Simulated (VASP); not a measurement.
# BeSe (F-43m) in VASP: further runs

Runs on BeSe. Level: PBE. Tasks: relaxation of cell and atoms, single point.

Everything below comes from runs of VASP 6.6.1. Logs are shortened: lines on timing, memory, paths and dates and some standing lists are left out, and cuts for length are marked.

**1. Starting point**

Symmetry: F-43m, No. 216, cubic system. Conventional cell: a = 5.042 Å, b = 5.042 Å, c = 5.042 Å, α = 90.00°, β = 90.00°, γ = 90.00°. Around Be (site symmetry -43m) lie 4 Se at 2.18 Å. Se (site symmetry -43m) has 4 Be at 2.18 Å as nearest neighbours.

The cell was built by a generator and needn't be a form met in nature.

**2. Relaxation of cell and atoms, PBE**

INCAR

```
  ALGO = Normal
  EDIFF = 1E-6
  EDIFFG = -0.01
  ENCUT = 600
  GGA = PE
  IBRION = 2
  ISIF = 3
  ISMEAR = 1
  LASPH = T
  LCHARG = F
  LREAL = F
  LWAVE = F
  NELM = 80
  NSW = 60
  PREC = Accurate
  SIGMA = 0.1
```

KPOINTS

```
k-points
0
Gamma
  6 6 6
```

POSCAR

```
BeSe
1.0
    0.0000000000      2.5212260000      2.5212260000
    2.5212260000      0.0000000000      2.5212260000
    2.5212260000      2.5212260000      0.0000000000
Be Se
1 1
Direct
    0.0000000000      0.0000000000      0.0000000000
    0.2500000000      0.2500000000      0.2500000000
```

Potentials or basis: VASP PAW PBE potentials, release 64 (Be, Se).

Started as:

```console
$ cat potpaw_PBE.64/Be/POTCAR potpaw_PBE.64/Se/POTCAR > POTCAR
$ mpirun -np 1 vasp_std > vasp.out
```

OUTCAR:

```text
EDIFF = 1E-6
   EDIFFG = -0.01
   ENCUT = 600
   GGA = PE
   IBRION = 2
   ISIF = 3
   ISMEAR = 1
   LASPH = T
   LREAL = F
   NELM = 80
   NSW = 60
   PREC = Accurate

 ion  position               nearest neighbor table
   1  0.000  0.000  0.000-   2 2.18   2 2.18   2 2.18   2 2.18
   2  0.250  0.250  0.250-   1 2.18   1 2.18   1 2.18   1 2.18

  LATTYP: Found a face centered cubic cell.
 ALAT       =     5.0424520000

  Lattice vectors:

 A1 = (   0.0000000000,   2.5212260000,   2.5212260000)
 A2 = (   2.5212260000,   0.0000000000,   2.5212260000)
 A3 = (   2.5212260000,   2.5212260000,   0.0000000000)

Analysis of symmetry for initial positions (statically):
=====================================================================
 Subroutine PRICEL returns:
 Original cell was already a primitive cell.

 Routine SETGRP: Setting up the symmetry group for a
 face centered cubic supercell.

 Subroutine GETGRP returns: Found 24 space group operations
 (whereof 24 operations were pure point group operations)
 out of a pool of 48 trial point group operations.

The static configuration has the point symmetry T_d .

Analysis of symmetry for dynamics (positions and initial velocities):
=====================================================================
 Subroutine PRICEL returns:
 Original cell was already a primitive cell.

 Routine SETGRP: Setting up the symmetry group for a
 face centered cubic supercell.

 Subroutine GETGRP returns: Found 24 space group operations
 (whereof 24 operations were pure point group operations)
 out of a pool of 48 trial point group operations.

The dynamic configuration has the point symmetry T_d .

 Subroutine INISYM returns: Found 24 space group operations
 (whereof 24 operations are pure point group operations),
 and found     1 'primitive' translations

----------------------------------------------------------------------------------------

                                     Primitive cell

  volume of cell :      32.0528

  direct lattice vectors                    reciprocal lattice vectors
     0.000000000  2.521226000  2.521226000    -0.198316216  0.198316216  0.198316216
     2.521226000  0.000000000  2.521226000     0.198316216 -0.198316216  0.198316216
     2.521226000  2.521226000  0.000000000     0.198316216  0.198316216 -0.198316216

  length of vectors
     3.565552003  3.565552003  3.565552003     0.343493762  0.343493762  0.343493762

  position of ions in fractional coordinates (direct lattice)
     0.000000000  0.000000000  0.000000000
     0.250000000  0.250000000  0.250000000

  ion indices of the primitive-cell ions
   primitive index   ion index
[... 55 lines left out ...]
 SYSTEM =  unknown system
   PREC   = accura    normal or accurate (medium, high low for compatibility)
   ISTART =      0    job   : 0-new  1-cont  2-samecut
   ICHARG =      2    charge: 1-file 2-atom 10-const
   ISPIN  =      1    spin polarized calculation?
   LNONCOLLINEAR =      F non collinear calculations
   LSORBIT =      F    spin-orbit coupling
   LASPH  =      T    aspherical Exc in radial PAW
   ENCUT  =  600.0 eV  44.10 Ry    6.64 a.u.   7.12  7.12  7.12*2*pi/ulx,y,z
   NELM   =     80;   NELMIN=  2; NELMDL= -5     # of ELM steps
   EDIFF  = 0.1E-05   stopping-criterion for ELM
   LREAL  =      F    real-space projection
   EDIFFG = -.1E-01   stopping-criterion for IOM
   NSW    =     60    number of steps for IOM
   IBRION =      2    ionic relax: 0-MD 1-quasi-New 2-CG
   NFREE  =      1    steps in history (QN), initial steepest desc. (CG)
   ISIF   =      3    stress and relaxation
   ISYM   =      2    0-nonsym 1-usesym 2-fastsym
   POTIM  = 0.5000    time-step for ionic-motion
   TEBEG  =    0.0;   TEEND  =   0.0 temperature during run
   PSTRESS=    0.0 pullay stress
   NELECT =       8.0000    total number of electrons
   NUPDOWN=      -1.0000    fix difference up-down
   EMIN   =  10.00;   EMAX   =-10.00  energy-range for DOS
   EFERMI =   0.00;   METHOD = LEGACY
   ISMEAR =     1;   SIGMA  =   0.10  broadening in eV -4-tet -1-fermi 0-gaus
   EFERMI_NEDOS =   21; number of points for ismear=-14 and -15
   IALGO  =     38    algorithm
   IMIX   =      4    mixing-type and parameters
     AMIX     =   0.40;   BMIX     =  1.00
     AMIX_MAG =   1.60;   BMIX_MAG =  1.00
  volume/ion in A,a.u.               =      16.03       108.15
  Fermi-wavevector in a.u.,A,eV,Ry     =   1.030741  1.947819 14.455208  1.062428
  Thomas-Fermi vector in A             =   2.164855
   LORBIT       =      0    0 simple, 1 ext, 2 COOP (PROOUT), +10 PAW based schemes
   GGA     = PE    functional components
   LHFCALC =     F    Hartree Fock is set to
   AEXX    =    0.0000 exact exchange contribution
   IVDW    =     0    specifies the selected vdW correction
   LEPSILON=     F    determine dielectric tensor
   LRPA    =     F    only Hartree local field effects (RPA)
 conjugate gradient relaxation of ions
 non-spin polarized calculation
 Methfessel and Paxton  Order N= 1 SIGMA  =   0.10
  energy-cutoff  :      600.00
  volume of cell :       32.05
 maximum number of plane-waves:      1090
   NGX = 15   NGY = 15   NGZ = 15

--------------------------------------- Ionic step        1  -------------------------------------------

 number of electron       8.0000001 magnetization

 Free energy of the ion-electron system (eV)
  ---------------------------------------------------
  ext. energy  EPLUGINS =         0.00000000
  ---------------------------------------------------
  free energy    TOTEN  =        -8.79707100 eV

  energy without entropy =       -8.79715153  energy(sigma->0) =       -8.79709784

 E-fermi :   4.0330     XC(G=0):  -9.6750

 val. band max:        3.9488120332   @ k =   0.0000   0.0000   0.0000
 cond. band min:       6.4303429550   @ k =   0.5000   0.5000   0.0000
 fundamental gap:      2.4815309218
 Fermi energy:         4.0330001978

 k-point     1 :       0.0000    0.0000    0.0000
  band No.  band energies     occupation
      1     -10.2554      2.00000
      2       3.9488      2.00000
      3       3.9488      2.00000
      4       3.9488      2.00000
      5       8.7693      0.00000
      6       8.9401      0.00000
      7       8.9401      0.00000
      8       8.9401      0.00000
[... 234 lines left out ...]
--------------------------------------- Ionic step        3  -------------------------------------------

 number of electron       7.9999999 magnetization

 Free energy of the ion-electron system (eV)
  ---------------------------------------------------
  ext. energy  EPLUGINS =         0.00000000
  ---------------------------------------------------
  free energy    TOTEN  =        -8.85530269 eV

  energy without entropy =       -8.85538321  energy(sigma->0) =       -8.85532953

 E-fermi :   3.2368     XC(G=0):  -9.3395

 val. band max:        3.1526111097   @ k =   0.0000   0.0000   0.0000
 cond. band min:       5.8208604849   @ k =   0.5000   0.5000   0.0000
 fundamental gap:      2.6682493752
 Fermi energy:         3.2367991829

 k-point     1 :       0.0000    0.0000    0.0000
  band No.  band energies     occupation
      1     -10.5050      2.00000
      2       3.1526      2.00000
      3       3.1526      2.00000
      4       3.1526      2.00000
      5       7.3556      0.00000
      6       8.1632      0.00000
      7       8.1632      0.00000
      8       8.1632      0.00000
[... 192 lines left out ...]
  FREE ENERGIE OF THE ION-ELECTRON SYSTEM (eV)
  ---------------------------------------------------
  free  energy   TOTEN  =        -8.8553026861 eV

  energy  without entropy=       -8.8553832142  energy(sigma->0) =       -8.85532953

 reached required accuracy - stopping structural energy minimisation
```

CONTCAR:

```text
BeSe
   1.00000000000000
     0.0000000000000000    2.5911306652089463    2.5911306652089463
     2.5911306652089463   -0.0000000000000000    2.5911306652089463
     2.5911306652089463    2.5911306652089463    0.0000000000000000
  Be              Se
     1     1
Direct
     0.0000000000000000    0.0000000000000000    0.0000000000000000
     0.2500000000000000    0.2500000000000000    0.2500000000000000

  0.00000000E+00  0.00000000E+00  0.00000000E+00
  0.00000000E+00  0.00000000E+00  0.00000000E+00
```

Run time: 11 s. Hardware: 1 thread of Intel Xeon Platinum 8488C (Sapphire Rapids), shared host; peak memory 0.15 GiB.

Results:

* Free energy: -8.8553 eV
* Relaxed volume: 17.40 Å³/atom
* Relaxed cell: a = 3.664 Å, b = 3.664 Å, c = 3.664 Å, α = 60.00°, β = 60.00°, γ = 60.00°
* Space group after relaxing (to 0.05 Å): F-43m (No. 216)
* Energy gained by relaxing: 29.1 meV/atom
* Ionic steps: 3
* Pressure after relaxing: 0.0 GPa
* Band gap on the k mesh: 2.67 eV, indirect (least direct gap 4.20 eV)

Step by step:
```
step  energy change (eV)  largest force (eV/Å)  pressure (GPa)  volume (Å³)
   1              0.0000                0.0000            7.26        32.05
   2             -0.0547                0.0000           -1.51        35.54
   3             -0.0582                0.0000            0.04        34.79
```

Final structure:
```cif
data_structure
_symmetry_space_group_name_H-M 'P 1'
_symmetry_Int_Tables_number 1
_cell_length_a 3.6644
_cell_length_b 3.6644
_cell_length_c 3.6644
_cell_angle_alpha 60.000
_cell_angle_beta 60.000
_cell_angle_gamma 60.000
_cell_volume 34.79
loop_
_atom_site_label
_atom_site_type_symbol
_atom_site_fract_x
_atom_site_fract_y
_atom_site_fract_z
_atom_site_occupancy
Be1 Be 0.00000 0.00000 0.00000 1
Se1 Se 0.25000 0.25000 0.25000 1
```

A k mesh can miss the band edges. A hybrid or GW would open this gap; PBE tends to underestimate it.

**3. Single point, PBE**

This run uses another cell than the first one, of 17.36 Å³/atom, 1.083 times its volume.

INCAR

```
ALGO = Normal
EDIFF = 1E-7
ENCUT = 520
GGA = PE
ISIF = 2
ISMEAR = -1
LASPH = T
LCHARG = F
LREAL = F
LWAVE = F
NBANDS = 11
NELM = 100
PREC = Accurate
SIGMA = 0.1
```

KPOINTS is that of step 2.

POSCAR

```
BeSe
1.0
    0.0000000000      2.5891950418      2.5891950418
    2.5891950418      0.0000000000      2.5891950418
    2.5891950418      2.5891950418      0.0000000000
Be Se
1 1
Direct
    0.0000000000      0.0000000000      0.0000000000
    0.2500000000      0.2500000000      0.2500000000
```

Potentials or basis: VASP PAW PBE potentials, release 64 (Be, Se).

Started as:

```console
$ cat potpaw_PBE.64/Be/POTCAR potpaw_PBE.64/Se/POTCAR > POTCAR
$ mpirun -np 1 vasp_std > vasp.out
```

Wall time 6 s (1 thread of Intel Xeon Platinum 8488C (Sapphire Rapids), shared host); peak memory 0.15 GiB.

The run converged. Its results:

```
Free energy            : -8.8554 eV
Pressure               : 0.2 GPa
Band gap on the k mesh : 2.66 eV, indirect (least direct gap 4.22 eV)
```

Levels at points of the mesh, in eV from the valence-band top:
```
           k point  band 1  band 2  band 3  band 4  band 5  band 6  band 7  band 8  band 9
(0.00, 0.00, 0.00)  -13.67    0.00    0.00    0.00    4.22    5.01    5.01    5.01   11.92
(0.50, 0.00, 0.00)  -12.38   -5.58   -1.05   -1.05    4.26    5.96    5.96    9.95   13.38
(0.50, 0.50, 0.00)  -11.93   -4.98   -2.59   -2.59    2.66    4.21   11.55   11.55   14.38
```

**4. Relaxation of cell and atoms, PBE**

INCAR

```
SYSTEM = BeSe
ALGO = Normal
EDIFF = 1E-6
EDIFFG = -0.01
ENCUT = 600
GGA = PE
IBRION = 2
ISIF = 3
ISMEAR = -1
LASPH = .True.
LCHARG = .False.
LREAL = .False.
LWAVE = .False.
NELM = 60
NSW = 60
PREC = Accurate
SIGMA = 0.1
```

KPOINTS

```
k-points
0
Gamma
  6 6 6
  0 0 0
```

POSCAR

```
BeSe
1.0
    0.0000000000      2.5212260000      2.5212260000
    2.5212260000      0.0000000000      2.5212260000
    2.5212260000      2.5212260000      0.0000000000
Be Se
1 1
Direct
    0.0000000000      0.0000000000      0.0000000000
    0.2500000000      0.2500000000      0.2500000000
```

Started as:

```console
$ cat potpaw_PBE.64/Be/POTCAR potpaw_PBE.64/Se/POTCAR > POTCAR
$ mpirun -np 1 vasp_std > vasp.out
```

Run time: 12 s. Hardware: 1 thread of Intel Xeon Platinum 8488C (Sapphire Rapids), shared host; peak memory 0.16 GiB.

It converged, with:

```
Free energy                            : -8.8554 eV
Relaxed volume                         : 17.40 Å³/atom
Relaxed cell                           : a = 3.664 Å, b = 3.664 Å, c = 3.664 Å, α = 60.00°, β = 60.00°, γ = 60.00°
Space group after relaxing (to 0.05 Å) : F-43m (No. 216)
Energy gained by relaxing              : 29.1 meV/atom
Ionic steps                            : 3
Pressure after relaxing                : 0.0 GPa
Band gap on the k mesh                 : 2.67 eV, indirect (least direct gap 4.20 eV)
```

Step by step:
```
step  energy change (eV)  largest force (eV/Å)  pressure (GPa)  volume (Å³)
   1              0.0000                0.0000            7.26        32.05
   2             -0.0547                0.0000           -1.51        35.54
   3             -0.0582                0.0000            0.04        34.79
```

Final structure:
```
Be Se
1.0
     0.00000    2.59113    2.59113
     2.59113    0.00000    2.59113
     2.59113    2.59113    0.00000
Be Se
1 1
Cartesian
  0.0000 0.0000 0.0000
  1.2956 1.2956 1.2956
```

Levels at points of the mesh, in eV from the valence-band top:
| k point | band 1 | band 2 | band 3 | band 4 | band 5 | band 6 | band 7 | band 8 |
| --- | --- | --- | --- | --- | --- | --- | --- | --- |
| (0.00, 0.00, 0.00) | -13.66 | 0.00 | 0.00 | 0.00 | 4.20 | 5.01 | 5.01 | 5.01 |
| (0.50, 0.00, 0.00) | -12.37 | -5.57 | -1.04 | -1.04 | 4.25 | 5.96 | 5.96 | 9.95 |
| (0.50, 0.50, 0.00) | -11.93 | -4.97 | -2.58 | -2.58 | 2.67 | 4.21 | 11.53 | 11.53 |

**5. Overview**

```csv
task,cell,cutoff (eV),smearing,gap on the mesh (eV),pressure (GPa),relaxed volume (Å³/atom)
relaxation of cell and atoms,relaxed,600,methfessel-paxton 0.1 eV,2.67,0.0,17.40
single point,"F-43m, 17.36 Å³/atom",520,fermi-dirac 0.1 eV,2.66,0.2,-
relaxation of cell and atoms,relaxed,600,fermi-dirac 0.1 eV,2.67,0.0,17.40
```

Alike in all rows: level PBE; potentials or basis VASP PAW PBE potentials, release 64 (Be, Se); no spin polarisation; k mesh 6 × 6 × 6.

Total energies depend on the potentials used, so only differences within one code and one set of settings carry meaning.
